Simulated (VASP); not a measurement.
# Pt in VASP: notebook

Aim: see how the results for Pt move with the level of theory and the settings. Levels: PBE, LDA. Tasks: single point.

Everything below comes from runs of VASP 6.6.1. Logs are shortened: lines on timing, memory, paths and dates and some standing lists are left out, and cuts for length are marked.

### Step 1. The structure

The cell holds a slab with vacuum, 7 atoms: a = 2.772 Å, b = 2.772 Å, c = 29.579 Å, α = 90.00°, β = 90.00°, γ = 60.00°.

The cell was built by a generator and needn't be a form met in nature.

### Step 2. Single point, PBE

INCAR

```
  PREC = Accurate
  ENCUT = 520
  EDIFF = 1E-6
  ISMEAR = 0
  SIGMA = 0.05
  LREAL = False
  LASPH = True
  NELM = 80
  ALGO = Fast
  ISIF = 2
  LWAVE = False
  LCHARG = False
  LDIPOL = True
  IDIPOL = 3
  DIPOL = 0.5 0.5 0.500
  GGA = PE
  NBANDS = 44
```

KPOINTS

```
regular mesh
0
Gamma
  16 16 1
```

POSCAR

```
Pt
1.0
    2.7718585823      0.0000000000      0.0000000000
    1.3859292911      2.4004999479      0.0000000000
    0.0000000000      0.0000000000     29.5792783313
Pt
7
Direct
    0.0000000000      0.0000000000      0.2637059537
    0.3333333333      0.3333333333      0.3430995975
    0.6666666667      0.6666666667      0.4215654002
    0.0000000000      0.0000000000      0.5000000003
    0.3333333333      0.3333333333      0.5784346010
    0.6666666667      0.6666666667      0.6569004032
    0.0000000000      0.0000000000      0.7362940441
```

Potentials or basis: VASP PAW PBE potentials, release 64 (Pt).

Run with:

```
$ cat potpaw_PBE.64/Pt/POTCAR > POTCAR
$ mpirun -np 1 vasp_std > vasp.out
```

OUTCAR:

```text
PREC = Accurate
   ENCUT = 520
   EDIFF = 1E-6
   ISMEAR = 0
   LREAL = False
   LASPH = True
   NELM = 80
   ISIF = 2
   GGA = PE

 ion  position               nearest neighbor table
   1  0.000  0.000  0.264-   2 2.84   2 2.84   2 2.84
   2  0.333  0.333  0.343-   3 2.82   3 2.82   3 2.82   1 2.84   1 2.84   1 2.84
   3  0.667  0.667  0.422-   4 2.82   4 2.82   4 2.82   2 2.82   2 2.82   2 2.82
   4  0.000  0.000  0.500-   3 2.82   3 2.82   3 2.82   5 2.82   5 2.82   5 2.82
   5  0.333  0.333  0.578-   4 2.82   4 2.82   4 2.82   6 2.82   6 2.82   6 2.82
   6  0.667  0.667  0.657-   5 2.82   5 2.82   5 2.82   7 2.84   7 2.84   7 2.84
   7  0.000  0.000  0.736-   6 2.84   6 2.84   6 2.84

  LATTYP: Found a hexagonal cell.
 ALAT       =     2.7718585822
 C/A-ratio  =    10.6712797403

  Lattice vectors:

 A1 = (  -1.3859292911,  -2.4004999479,   0.0000000000)
 A2 = (   2.7718585823,   0.0000000000,   0.0000000000)
 A3 = (   0.0000000000,   0.0000000000,  29.5792783313)

Analysis of symmetry for initial positions (statically):
=====================================================================
 Subroutine PRICEL returns:
 Original cell was already a primitive cell.

 Routine SETGRP: Setting up the symmetry group for a
 hexagonal supercell.

 Subroutine GETGRP returns: Found 12 space group operations
 (whereof 12 operations were pure point group operations)
 out of a pool of 24 trial point group operations.

The static configuration has the point symmetry D_3d.

Analysis of symmetry for dynamics (positions and initial velocities):
=====================================================================
 Subroutine PRICEL returns:
 Original cell was already a primitive cell.

 Routine SETGRP: Setting up the symmetry group for a
 hexagonal supercell.

 Subroutine GETGRP returns: Found 12 space group operations
 (whereof 12 operations were pure point group operations)
 out of a pool of 24 trial point group operations.

The dynamic configuration has the point symmetry D_3d.

 Subroutine INISYM returns: Found 12 space group operations
 (whereof 12 operations are pure point group operations),
 and found     1 'primitive' translations

----------------------------------------------------------------------------------------

                                     Primitive cell

  volume of cell :     196.8160

  direct lattice vectors                    reciprocal lattice vectors
     2.771858582  0.000000000  0.000000000     0.360768766 -0.208289944  0.000000000
     1.385929291  2.400499948  0.000000000     0.000000000  0.416579888  0.000000000
     0.000000000  0.000000000 29.579278331     0.000000000  0.000000000  0.033807451

  length of vectors
     2.771858582  2.771858582 29.579278331     0.416579888  0.416579888  0.033807451

  position of ions in fractional coordinates (direct lattice)
     0.000000000  0.000000000  0.263705954
     0.333333333  0.333333333  0.343099598
     0.666666667  0.666666667  0.421565400
     0.000000000  0.000000000  0.500000000
     0.333333333  0.333333333  0.578434601
     0.666666667  0.666666667  0.656900403
     0.000000000  0.000000000  0.736294044

  ion indices of the primitive-cell ions
   primitive index   ion index
                 1           1
                 2           2
                 3           3
                 4           4
                 5           5
                 6           6
                 7           7

----------------------------------------------------------------------------------------

 KPOINTS: regular mesh

Automatic generation of k-mesh.
 Grid dimensions read from file:
 generate k-points for:   16   16    1

 Generating k-lattice:

  Cartesian coordinates                     Fractional coordinates (reciprocal lattice)
     0.022548048 -0.013018122  0.000000000     0.062500000 -0.000000000  0.000000000
     0.000000000  0.026036243  0.000000000     0.000000000  0.062500000  0.000000000
     0.000000000  0.000000000  0.033807451     0.000000000  0.000000000  1.000000000

  Length of vectors
     0.026036243  0.026036243  0.033807451

  Shift w.r.t. Gamma in fractional coordinates (k-lattice)
     0.000000000  0.000000000  0.000000000

 Subroutine IBZKPT returns following result:
 ===========================================

 Found     30 irreducible k-points:

 Following reciprocal coordinates:
            Coordinates               Weight
  0.000000  0.000000  0.000000      1.000000
  0.062500  0.000000  0.000000      6.000000
  0.125000  0.000000  0.000000      6.000000
  0.187500 -0.000000  0.000000      6.000000
  0.250000  0.000000  0.000000      6.000000
  0.312500  0.000000  0.000000      6.000000
[... 16 lines left out ...]
  0.375000  0.187500  0.000000      6.000000
  0.437500  0.187500  0.000000     12.000000
 [... further k-points ...]
   k-points           NKPTS =     30   k-points in BZ     NKDIM =     30   number of bands    NBANDS=     44
   number of dos      NEDOS =    301   number of ions     NIONS =      7
   total plane-waves  NPLWV = 129024
   dimension x,y,z NGX =    24 NGY =   24 NGZ =  224
   dimension x,y,z NGXF=    48 NGYF=   48 NGZF=  448
   ions per type =               7
   NGX,Y,Z   is equivalent  to a cutoff of  14.39, 14.39, 12.59 a.u.
   NGXF,Y,Z  is equivalent  to a cutoff of  28.79, 28.79, 25.18 a.u.
 SYSTEM =  unknown system
   PREC   = accura    normal or accurate (medium, high low for compatibility)
   ISTART =      0    job   : 0-new  1-cont  2-samecut
   ICHARG =      2    charge: 1-file 2-atom 10-const
   ISPIN  =      1    spin polarized calculation?
   LNONCOLLINEAR =      F non collinear calculations
   LSORBIT =      F    spin-orbit coupling
   LASPH  =      T    aspherical Exc in radial PAW
   ENCUT  =  520.0 eV  38.22 Ry    6.18 a.u.   5.15  5.15 55.00*2*pi/ulx,y,z
   NELM   =     80;   NELMIN=  2; NELMDL= -5     # of ELM steps
   EDIFF  = 0.1E-05   stopping-criterion for ELM
   LREAL  =      F    real-space projection
   EDIFFG = 0.1E-04   stopping-criterion for IOM
   NSW    =      0    number of steps for IOM
   IBRION =     -1    ionic relax: 0-MD 1-quasi-New 2-CG
   NFREE  =      0    steps in history (QN), initial steepest desc. (CG)
   ISIF   =      2    stress and relaxation
   ISYM   =      2    0-nonsym 1-usesym 2-fastsym
   POTIM  = 0.5000    time-step for ionic-motion
   TEBEG  =    0.0;   TEEND  =   0.0 temperature during run
   PSTRESS=    0.0 pullay stress
   NELECT =      70.0000    total number of electrons
   NUPDOWN=      -1.0000    fix difference up-down
   EMIN   =  10.00;   EMAX   =-10.00  energy-range for DOS
   EFERMI =   0.00;   METHOD = LEGACY
   ISMEAR =     0;   SIGMA  =   0.05  broadening in eV -4-tet -1-fermi 0-gaus
   EFERMI_NEDOS =   21; number of points for ismear=-14 and -15
   IALGO  =     68    algorithm
   IMIX   =      4    mixing-type and parameters
     AMIX     =   0.40;   BMIX     =  1.00
     AMIX_MAG =   1.60;   BMIX_MAG =  1.00
  volume/ion in A,a.u.               =      28.12       189.74
  Fermi-wavevector in a.u.,A,eV,Ry     =   1.159900  2.191894 18.304858  1.345369
  Thomas-Fermi vector in A             =   2.296488
   LORBIT       =      0    0 simple, 1 ext, 2 COOP (PROOUT), +10 PAW based schemes
   GGA     = PE    functional components
   LHFCALC =     F    Hartree Fock is set to
   AEXX    =    0.0000 exact exchange contribution
   IVDW    =     0    specifies the selected vdW correction
   LEPSILON=     F    determine dielectric tensor
   LRPA    =     F    only Hartree local field effects (RPA)
 non-spin polarized calculation
 RMM-DIIS sequential band-by-band and
 Gauss-broadening in eV      SIGMA  =   0.05
  energy-cutoff  :      520.00
  volume of cell :      196.82
 maximum number of plane-waves:      5331
 NGX is ok and might be reduce to    24
   NGX = 11   NGY = 11   NGZ =109

 number of electron      70.0000010 magnetization

 dipolmoment           0.000000      0.000000     -0.000000 electrons x Angstroem

 Free energy of the ion-electron system (eV)
  ---------------------------------------------------
  ext. energy  EPLUGINS =         0.00000000
  ---------------------------------------------------
  free energy    TOTEN  =       -41.47412908 eV

  energy without entropy =      -41.44872438  energy(sigma->0) =      -41.46142673

 E-fermi :   3.3217     XC(G=0):  -7.9603

 val. band max:        3.3192539632   @ k =   0.3125   0.0625   0.0000
 cond. band min:       3.3274051942   @ k =   0.4375   0.0625   0.0000
 fundamental gap:      0.0081512309
 Fermi energy:         3.3216547805

 k-point     1 :       0.0000    0.0000    0.0000
  band No.  band energies     occupation
      1      -6.4215      2.00000
      2      -5.8729      2.00000
      3      -5.1289      2.00000
      4      -4.3989      2.00000
      5      -3.9298      2.00000
      6      -3.6497      2.00000
[... 36 lines left out ...]
     43       3.6513      0.00000
     44       8.6149      0.00000

 k-point     2 :       0.0625    0.0000    0.0000
  band No.  band energies     occupation
      1      -6.2825      2.00000
      2      -5.7362      2.00000
      3      -4.9932      2.00000
      4      -4.2611      2.00000
      5      -3.7947      2.00000
      6      -3.5146      2.00000
[... 36 lines left out ...]
     43       4.5140      0.00000
     44       8.6949      0.00000

 k-point     3 :       0.1250    0.0000    0.0000
  band No.  band energies     occupation
      1      -5.8792      2.00000
      2      -5.3431      2.00000
      3      -4.6083      2.00000
      4      -3.8742      2.00000
      5      -3.4180      2.00000
      6      -3.1358      2.00000
[... 976 lines left out ...]
     43       9.6470      0.00000
     44      10.4792      0.00000

 k-point    24 :       0.4375    0.1875    0.0000
  band No.  band energies     occupation
      1      -2.9184      2.00000
      2      -2.7143      2.00000
      3      -2.6057      2.00000
      4      -2.3422      2.00000
      5      -2.1160      2.00000
      6      -1.9589      2.00000
[... 36 lines left out ...]
     43      10.6076      0.00000
     44      11.2857      0.00000

 [... further k-points ...]

------------------------ aborting loop because EDIFF is reached ----------------------------------------

 vacuum level on the upper side and lower side of the slab       (xc-potential included)        -0.290        -0.290

  FORCE on cell =-STRESS in cart. coord.  units (eV):
  Direction    XX          YY          ZZ          XY          YZ          ZX
  --------------------------------------------------------------------------------------
  -------------------------------------------------------------------------------------
  Total       -1.7844131     -1.7844131     -0.3669499      0.0000000      0.0000000      0.0000000
  in kB      -14.5259868    -14.5259868     -2.9871501      0.0000000      0.0000000      0.0000000
  external PRESSURE =     -10.6797079 kB  Pullay stress =       0.0000000 kB

 VOLUME and BASIS-vectors are now :
 -----------------------------------------------------------------------------
  energy-cutoff  :      520.00
  volume of cell :      196.82
      direct lattice vectors                 reciprocal lattice vectors
     2.771858582  0.000000000  0.000000000     0.360768766 -0.208289944  0.000000000
     1.385929291  2.400499948  0.000000000     0.000000000  0.416579888  0.000000000
     0.000000000  0.000000000 29.579278331     0.000000000  0.000000000  0.033807451

 POSITION                                       TOTAL-FORCE (eV/Angst)
 -----------------------------------------------------------------------------------
      0.00000      0.00000      7.80023        -0.000000     -0.000000      0.023410
      1.38593      0.80017     10.14864         0.000000      0.000000     -0.004469
      2.77186      1.60033     12.46960         0.000000     -0.000000     -0.001846
      0.00000      0.00000     14.78964         0.000000      0.000000     -0.000000
      1.38593      0.80017     17.10968         0.000000      0.000000      0.001846
      2.77186      1.60033     19.43064        -0.000000     -0.000000      0.004469
      0.00000      0.00000     21.77905         0.000000      0.000000     -0.023410
 -----------------------------------------------------------------------------------
    total drift:                               -0.000000     -0.000000     -0.000001

  FREE ENERGIE OF THE ION-ELECTRON SYSTEM (eV)
  ---------------------------------------------------
  free  energy   TOTEN  =       -41.4741290754 eV

  energy  without entropy=      -41.4487243796  energy(sigma->0) =      -41.46142673

 vacuum level on the upper side and lower side of the slab         8.791         8.791
```

Run time: 5 min. Hardware: 1 thread of Intel Xeon 6975P-C (Granite Rapids), shared host; peak memory 0.46 GiB.

Results:

| Property | Result |
| --- | --- |
| Free energy | -41.4741 eV |
| Largest force | 0.023 eV/Å |
| Band gap on the k mesh | none (metal or under the smearing width) |

Forces on the atoms (eV/Å):
```
Pt   0.000  0.000  0.023
Pt   0.000  0.000 -0.004
Pt   0.000  0.000 -0.002
Pt   0.000  0.000  0.000
Pt   0.000  0.000  0.002
Pt   0.000  0.000  0.004
Pt   0.000  0.000 -0.023
```

### Step 3. Single point, LDA

INCAR

```
PREC     = Accurate       # precision mode
ENCUT    = 520            # plane-wave cutoff, eV
EDIFF    = 1E-6           # SCF threshold, eV
ISMEAR   = 0              # smearing method
SIGMA    = 0.05           # smearing width, eV
LREAL    = F              # projectors in reciprocal space
LASPH    = T              # aspherical terms in the spheres
NELM     = 100            # most SCF steps
ALGO     = Fast           # electronic algorithm
ISIF     = 2              # what is computed and relaxed
LWAVE    = F              # write WAVECAR
LCHARG   = T              # write CHGCAR
LDIPOL   = T            
IDIPOL   = 3            
DIPOL    = 0.5 0.5 0.500
GGA      = CA             # functional
LELF     = T              # ELF
LVHAR    = T            
LVACPOTAV= T            
NBANDS   = 44             # bands
```

KPOINTS

```
Automatic mesh
0
Gamma
  16 16 1
```

POSCAR is that of step 2.

Potentials or basis: VASP PAW LDA potentials, release 64 (Pt).

Run with:

```
$ cat potpaw_LDA.64/Pt/POTCAR > POTCAR
$ mpirun -np 1 vasp_std > vasp.out
```

It took 4.1 min on 1 thread of Intel Xeon Platinum 8559C (Emerald Rapids), shared host; peak memory 0.36 GiB.

It converged, with:

| Property | Result |
| --- | --- |
| Free energy | -50.6269 eV |
| Largest force | 0.610 eV/Å |
| Band gap on the k mesh | none (metal or under the smearing width) |
| Work function of the upper face | 6.11 eV |
| Work function of the lower face | 6.11 eV |

Forces on the atoms (eV/Å):
```
Pt   0.000  0.000  0.610
Pt   0.000  0.000  0.004
Pt   0.000  0.000 -0.003
Pt   0.000  0.000  0.000
Pt   0.000  0.000  0.003
Pt   0.000  0.000 -0.004
Pt   0.000  0.000 -0.610
```

Levels at points of the mesh, in eV from the Fermi level:
| k point | band 32 | band 33 | band 34 | band 35 | band 36 | band 37 | band 38 | band 39 |
| --- | --- | --- | --- | --- | --- | --- | --- | --- |
| (0.00, 0.00, 0.00) | -1.28 | -1.28 | -0.94 | -0.94 | -0.51 | -0.51 | -0.15 | -0.15 |
| (0.50, 0.00, 0.00) | 0.34 | 0.42 | 0.51 | 0.63 | 0.63 | 1.65 | 2.24 | 2.53 |

Spin-orbit coupling is left out, which matters for the levels of Pt.
